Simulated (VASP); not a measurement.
KBr:

```
K Br
1.0
     0.00000    3.30000    3.30000
     3.30000    0.00000    3.30000
     3.30000    3.30000    0.00000
K Br
1 1
Direct
  0.00000 0.00000 0.00000
  0.50000 0.50000 0.50000
```

* Program: VASP 6.6.1
* Task: relaxation of cell and atoms
* Functional: PBE
* Potentials or basis: VASP PAW PBE potentials, release 64 (K_sv, Br)
* Cutoff: 600 eV
* k mesh: 8 × 8 × 8
* Occupations: gaussian, width 0.03 eV
* Spin: no spin polarisation

At the start: pressure 0.8 GPa; volume 35.94 Å³/atom.

How do energy, volume and symmetry change on relaxing?

Over 3 steps the energy falls by 4.2 meV/atom and the volume is 37.64 Å³/atom (+4.7 %); space group Fm-3m (No. 225, to 0.05 Å).

The path:
```
step  energy change (eV)  largest force (eV/Å)  pressure (GPa)  volume (Å³)
   1              0.0000                0.0000            0.77        71.87
   2             -0.0063                0.0000            0.35        73.69
   3             -0.0084                0.0000            0.04        75.28
```

Final structure:
```yaml
crystal:
  lattice:
    - [0.00000, 3.35137, 3.35137]
    - [3.35137, 0.00000, 3.35137]
    - [3.35137, 3.35137, 0.00000]
  atoms:
    - { symbol: K, position: [0.00000, 0.00000, 0.00000] }
    - { symbol: Br, position: [0.50000, 0.50000, 0.50000] }
```
